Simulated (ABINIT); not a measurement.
# As (R-3m) in ABINIT: a series of runs

The runs below take As through single point, with r2SCAN.

All numbers are computed with ABINIT 10.8.3 (patched build); they aren't measurements. Logs are shortened: lines on timing, memory, paths and dates and some standing lists are left out, and cuts for length are marked. The log counts tension as positive stress, the text compression.

### 1 The crystal as given

Symmetry: R-3m, No. 166, trigonal system. Conventional cell: a = 3.762 Å, b = 3.762 Å, c = 10.542 Å, α = 90.00°, β = 90.00°, γ = 120.00°. Around As (site symmetry 3m) lie 3 As at 2.51 Å.

### 2 Single point, r2SCAN

run.abi

```
# Pseudopotentials
pp_dirpath "./"
pseudos "As_ONCV_PBE-1.2.upf"

# Structure
acell 4.131 4.131 4.131 Angstrom
rprim
     0.4552885255     0.2628609527     0.8506564983
    -0.4552885255     0.2628609527     0.8506564983
     0.0000000000    -0.5257219055     0.8506564983
ntypat 1
znucl 33
natom 2
typat 1 1
xred
     0.2260000000     0.2260000000     0.2260000000
     0.7740000000     0.7740000000     0.7740000000

# Plane-wave basis
ecut 22.0

# k points
kptopt 1
ngkpt 7 7 7
nshiftk 1
shiftk 0.0 0.0 0.0

# Exchange and correlation
ixc -497498
usekden 1

# Bands and occupations
nband 9
occopt 3
tsmear 0.05 eV

# SCF cycle
nstep 100
tolvrs 1.0e-9

# Output
iomode 3
prtwf 0
prteig 0
prtebands 0
enunit 2
prtden 1
prtvha 1
prtvclmb 1
prtpot 1
prtelf 1
```

Potentials or basis: SG15 NC PBE v1.2.

Run with:

```bash
$ mpirun --bind-to none -np 4 abinit run.abi > log 2>&1
```

run.abo:

```text
.Version 10.8.3 of ABINIT
 Symmetries : space group R-3 m (#166); Bravais hR (rhombohedral)
================================================================================
 Values of the parameters that define the memory need of the present run
     intxc =       0    ionmov =       0      iscf =       7    lmnmax =       6
     lnmax =       6     mgfft =      36  mpssoang =       3    mqgrid =    3001
     natom =       2  nloc_mem =       1    nspden =       1   nspinor =       1
    nsppol =       1      nsym =      12    n1xccc =       0    ntypat =       1
    occopt =       3   xclevel =       2
       mpw =        1451          nfft =       46656          nkpt =          44
================================================================================
================================================================================

--------------------------------------------------------------------------------
------------- Echo of variables that govern the present computation ------------
--------------------------------------------------------------------------------
 -outvars: echo values of preprocessed input variables --------
            acell      7.8064586261E+00  7.8064586261E+00  7.8064586261E+00 Bohr
              amu      7.49215900E+01
             ecut      2.20000000E+01 Hartree
           enunit           2
              ixc     -497498
         kptrlatt        7    0    0      0    7    0      0    0    7
          kptrlen      4.97586745E+01
            natom           2
            nband           9
            ngfft          36      36      36
             nkpt          44
            nstep         100
             nsym          12
           ntypat           1
           occopt           3
        prtebands           0
           prteig           0
           prtelf           1
          prtkden           1
           prtpot           1
         prtvclmb           1
           prtvha           1
            prtwf           0
            rprim      4.5528852550E-01  2.6286095270E-01  8.5065649830E-01
                      -4.5528852550E-01  2.6286095270E-01  8.5065649830E-01
                       0.0000000000E+00 -5.2572190550E-01  8.5065649830E-01
          spgroup         166
           tolvrs      1.00000000E-09
           tsmear      1.83746611E-03 Hartree
            typat      1  1
          usekden           1
           xangst     -1.7531415844E-17 -9.3360678491E-11  2.3825340323E+00
                      -1.5027569353E-17 -3.1974003639E-10  8.1596519512E+00
            xcart     -3.3129574545E-17 -1.7642611328E-10  4.5023368066E+00
                      -2.8397990416E-17 -6.0422110026E-10  1.5419507470E+01
             xred      2.2600000000E-01  2.2600000000E-01  2.2600000000E-01
                       7.7400000000E-01  7.7400000000E-01  7.7400000000E-01
            znucl       33.00000

================================================================================

 chkinp: Checking input parameters for consistency.

================================================================================
== DATASET  1 ==================================================================

--- !DatasetInfo
iteration_state: {dtset: 1, }
dimensions: {natom: 2, nkpt: 44, mband: 9, nsppol: 1, nspinor: 1, nspden: 1, mpw: 1451, }
cutoff_energies: {ecut:  22.0, pawecutdg:  -1.0, }
electrons: {nelect:   1.00000000E+01, charge:   0.00000000E+00, occopt:   3.00000000E+00, tsmear:   1.83746611E-03, }
meta: {optdriver: 0, ionmov: 0, optcell: 0, iscf: 7, paral_kgb: 0, }
...

 Real(R)+Recip(G) space primitive vectors, cartesian coordinates (Bohr,Bohr^-1):
 R(1)=  3.5541910  2.0520132  6.6406148  G(1)=  0.1406790  0.0812211  0.0501962
 R(2)= -3.5541910  2.0520132  6.6406148  G(2)= -0.1406790  0.0812211  0.0501962
 R(3)=  0.0000000 -4.1040263  6.6406148  G(3)=  0.0000000 -0.1624421  0.0501962
 Unit cell volume ucvol=  2.9058985E+02 bohr^3
 Angles (23,13,12)=  5.41670000E+01  5.41670000E+01  5.41670000E+01 degrees

 getcut: wavevector=  0.0000  0.0000  0.0000  ngfft=  36  36  36
         ecut(hartree)=     22.000   => boxcut(ratio)=   2.18570

--- Pseudopotential description ------------------------------------------------
- pspini: atom type   1  psp file is ./As_ONCV_PBE-1.2.upf
12 -101130 2 -1 602                           pspcod,pspxc,lmax,lloc,mmax
     nproj     2     2     2

   5.19430040E+01                                ecore*ucvol(ha*bohr**3)
--------------------------------------------------------------------------------

================================================================================

--- !BeginCycle
iteration_state: {dtset: 1, }
solver: {iscf: 7, nstep: 100, nline: 4, wfoptalg: 0, }
tolerances: {tolvrs: 1.00E-09, }
...

     iter   Etot(hartree)      deltaE(h)  residm     vres2
 ETOT  1  -12.675156276601    -1.268E+01 2.787E-02 2.895E+01
 ETOT  2  -12.682982627425    -7.826E-03 3.441E-04 3.353E+00
 ETOT  3  -12.683307004601    -3.244E-04 9.182E-05 2.059E-01
 ETOT  4  -12.683319812665    -1.281E-05 1.795E-05 2.736E-03
 ETOT  5  -12.683319938781    -1.261E-07 3.501E-06 1.236E-04
 ETOT  6  -12.683319944493    -5.712E-09 9.640E-07 5.611E-06
 ETOT  7  -12.683319944869    -3.762E-10 2.156E-07 1.265E-07
 ETOT  8  -12.683319944877    -8.320E-12 6.404E-08 2.624E-09
 ETOT  9  -12.683319944877    -2.274E-13 1.455E-08 2.797E-11

 At SCF step    9       vres2   =  2.80E-11 < tolvrs=  1.00E-09 =>converged.

Result for kinetic energy density :

--------------------------------------------------------------------------------
 Total kinetic energy density [Ha/Bohr^3]
)     Maximum=    5.0037E-02  at reduced coord.    0.8056    0.8056    0.8333
)     Minimum=    2.2359E-03  at reduced coord.    0.0000    0.0000    0.0000
   Integrated=    4.1024E+00
--------------------------------------------------------------------------------

 Compute gradient of the electron density
 Electron Localization Function (ELF) [min:0;max:1]
)     Maximum=    9.2381E-01  at reduced coord.    0.6667    0.6944    0.6944
)     Minimum=    1.6922E-02  at reduced coord.    0.0000    0.0000    0.0000
   Integrated=    1.2396E+02

--------------------------------------------------------------------------------
 End of ELF section

 Cartesian components of stress tensor (hartree/bohr^3)
  sigma(1 1)= -1.25719244E-04  sigma(3 2)=  1.91777505E-14
  sigma(2 2)= -1.25719243E-04  sigma(3 1)=  0.00000000E+00
  sigma(3 3)= -1.13054186E-04  sigma(2 1)=  0.00000000E+00

--- !ResultsGS
iteration_state: {dtset: 1, }
comment   : Summary of ground state results
lattice_vectors:
- [  3.5541910,   2.0520132,   6.6406148, ]
- [ -3.5541910,   2.0520132,   6.6406148, ]
- [  0.0000000,  -4.1040263,   6.6406148, ]
lattice_lengths: [   7.80646,    7.80646,    7.80646, ]
lattice_angles: [ 54.167,  54.167,  54.167, ] # degrees, (23, 13, 12)
lattice_volume:   2.9058985E+02
convergence: {deltae: -2.274E-13, res2:  2.797E-11, residm:  1.455E-08, diffor: null, }
etotal    :  -1.26833199E+01
entropy   :   0.00000000E+00
fermie    :   2.62677633E-01
cartesian_stress_tensor: # hartree/bohr^3
- [ -1.25719244E-04,   0.00000000E+00,   0.00000000E+00, ]
- [  0.00000000E+00,  -1.25719243E-04,   1.91777505E-14, ]
- [  0.00000000E+00,   1.91777505E-14,  -1.13054186E-04, ]
pressure_GPa:   3.5746E+00
xred      :
- [  2.2600E-01,   2.2600E-01,   2.2600E-01, As]
- [  7.7400E-01,   7.7400E-01,   7.7400E-01, As]
cartesian_forces: # hartree/bohr
- [  1.90671662E-19,   2.18811630E-20,   6.42407547E-03, ]
- [ -1.90671662E-19,  -2.18811630E-20,  -6.42407547E-03, ]
force_length_stats: {min:   6.42407547E-03, max:   6.42407547E-03, mean:   6.42407547E-03, }
...

 Integrated electronic density in atomic spheres:
 ------------------------------------------------
 Atom  Sphere_radius  Integrated_density
    1        2.00000          2.34840320
    2        2.00000          2.34840320
================================================================================

 ----iterations are completed or convergence reached----

 Mean square residual over all n,k,spin=   38.397E-12; max=  14.550E-09
 reduced coordinates (array xred) for    2 atoms
       0.226000000000      0.226000000000      0.226000000000
       0.774000000000      0.774000000000      0.774000000000
 rms dE/dt=  4.2660E-02; max dE/dt=  4.2660E-02; dE/dt below (all hartree)
    1      -0.042659810357     -0.042659810357     -0.042659810357
    2       0.042659810357      0.042659810357      0.042659810357

 cartesian coordinates (angstrom) at end:
    1     -0.00000000000000    -0.00000000009336     2.38253403225561
    2     -0.00000000000000    -0.00000000031974     8.15965195117629

 cartesian forces (hartree/bohr) at end:
    1      0.00000000000000     0.00000000000000     0.00642407546672
    2     -0.00000000000000    -0.00000000000000    -0.00642407546672
 frms,max,avg= 3.7089417E-03 6.4240755E-03   0.000E+00  0.000E+00  0.000E+00 h/b

 cartesian forces (eV/Angstrom) at end:
    1      0.00000000000000     0.00000000000000     0.33033924234668
    2     -0.00000000000000    -0.00000000000000    -0.33033924234668
 frms,max,avg= 1.9072145E-01 3.3033924E-01   0.000E+00  0.000E+00  0.000E+00 e/A
 length scales=  7.806458626125  7.806458626125  7.806458626125 bohr
              =  4.131000000000  4.131000000000  4.131000000000 angstroms
 Fermi (or HOMO) energy (hartree) =   0.26268   Average Vxc (hartree)=  -0.36969
 Eigenvalues (hartree) for nkpt=  44  k points:
 kpt#   1, nband=  9, wtk=  0.00292, kpt=  0.0000  0.0000  0.0000 (reduced coord)
  -0.32427    0.03372    0.16323    0.17969    0.17969    0.32307    0.37210    0.37210
   0.53031
      occupation numbers for kpt#   1
   2.00000    2.00000    2.00000    2.00000    2.00000    0.00000    0.00000    0.00000
   0.00000
 prteigrs : prtvol=0 or 1, do not print more k-points.

 Fermi (or HOMO) energy (eV) =   7.14782   Average Vxc (eV)= -10.05985
 Eigenvalues (   eV  ) for nkpt=  44  k points:
 kpt#   1, nband=  9, wtk=  0.00292, kpt=  0.0000  0.0000  0.0000 (reduced coord)
  -8.82380    0.91754    4.44178    4.88973    4.88973    8.79108   10.12548   10.12548
  14.43037
 prteigrs : prtvol=0 or 1, do not print more k-points.

--- !EnergyTerms
iteration_state     : {dtset: 1, }
comment             : Components of total free energy in Hartree
kinetic             :  4.10238394377161E+00
hartree             :  7.31288867763636E-01
xc                  : -3.14723059604096E+00
Ewald energy        : -1.32967517574814E+01
psp_core            :  1.78750233666422E-01
local_psp           : -4.47657330590783E+00
non_local_psp       :  3.22490300804766E+00
internal            : -1.26832296061808E+01
'-kT*entropy'       : -9.03386965089776E-05
total_energy        : -1.26833199448773E+01
total_energy_eV     : -3.45130717901412E+02
band_energy         :  7.08826491954598E-02
...

 Cartesian components of stress tensor (hartree/bohr^3)
  sigma(1 1)= -1.25719244E-04  sigma(3 2)=  1.91777505E-14
  sigma(2 2)= -1.25719243E-04  sigma(3 1)=  0.00000000E+00
  sigma(3 3)= -1.13054186E-04  sigma(2 1)=  0.00000000E+00

-Cartesian components of stress tensor (GPa)         [Pressure=  3.5746E+00 GPa]
- sigma(1 1)= -3.69878785E+00  sigma(3 2)=  5.64228901E-10
- sigma(2 2)= -3.69878784E+00  sigma(3 1)=  0.00000000E+00
- sigma(3 3)= -3.32616898E+00  sigma(2 1)=  0.00000000E+00

== END DATASET(S) ==============================================================
================================================================================

 -outvars: echo values of variables after computation  --------
            acell      7.8064586261E+00  7.8064586261E+00  7.8064586261E+00 Bohr
           etotal     -1.2683319945E+01
            fcart      1.9067166175E-19  2.1881163002E-20  6.4240754667E-03
                      -1.9067166175E-19 -2.1881163002E-20 -6.4240754667E-03
            rprim      4.5528852550E-01  2.6286095270E-01  8.5065649830E-01
                      -4.5528852550E-01  2.6286095270E-01  8.5065649830E-01
                       0.0000000000E+00 -5.2572190550E-01  8.5065649830E-01
           strten     -1.2571924354E-04 -1.2571924346E-04 -1.1305418563E-04
                       1.9177750540E-14  0.0000000000E+00  0.0000000000E+00
           xangst     -1.7531415844E-17 -9.3360678491E-11  2.3825340323E+00
                      -1.5027569353E-17 -3.1974003639E-10  8.1596519512E+00
             xred      2.2600000000E-01  2.2600000000E-01  2.2600000000E-01
                       7.7400000000E-01  7.7400000000E-01  7.7400000000E-01
 Calculation completed.
```

It took 19 s on 4 MPI ranks of AMD EPYC 7R43 (Zen 3), shared host; peak memory 0.36 GiB.

Results:

- Free energy: -345.1307 eV
- Pressure: 3.6 GPa
- Largest force: 0.330 eV/Å
- Band gap on the k mesh: none (metal or under the smearing width)
- Valence electrons inside the program's atomic spheres: As 2.35 (radii [1.0584] Å)

Forces in eV/Å, atoms in the order of the input:
```
As   0.000  0.000  0.330
As   0.000  0.000 -0.330
```

Stress tensor (GPa, compression positive):
```
3.70 0.00 0.00
0.00 3.70 0.00
0.00 0.00 3.33
```

Levels at points of the mesh, in eV from the Fermi level:
```csv
k point,band 2,band 3,band 4,band 5,band 6,band 7,band 8,band 9
"(0.00, 0.00, 0.00)",-6.23,-2.71,-2.26,-2.26,1.64,2.98,2.98,7.28
```

Caveat: the potentials were made for another functional, which shifts forces and pressure.

[end of part 1 of 2]
